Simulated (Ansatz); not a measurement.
HfN:

```
Hf N
1.0
     0.00000    2.45482    2.45482
     2.45482    0.00000    2.45482
     2.45482    2.45482    0.00000
Hf N
1 1
Direct
  0.00000 0.00000 0.00000
  0.25000 0.25000 0.25000
```

The cell comes from a database or a generator and needn't be the stable form of this composition.

Base run:

```yaml
Program: Ansatz 0.2.0
Functional: PBEsol
Potentials_or_basis: Ansatz PAW
Cutoff: 420 eV
Density_cutoff: 1680 eV
k_mesh: 9 × 9 × 9
Occupations: fermi-dirac, width 0.05 eV
Spin: no spin polarisation
Hubbard_terms: Hf d U = 2 eV
```

Its results: band gap on the k mesh none (metal or under the smearing width); pressure -2.3 GPa.

Problem. The run is repeated on the same cell with these changes: hubbard terms from Hf d U = 2 eV to Hf d U = 6 eV. What comes out?

Solution. Band gap on the k mesh none (metal or under the smearing width); pressure 3.8 GPa.

Caveats: U without spin polarisation on a metal has little footing; the PAW data sets come from PBE, with cores solved anew for the run's functional, which leaves a small shift of forces and pressure.

Not every run made on this cell is shown here.
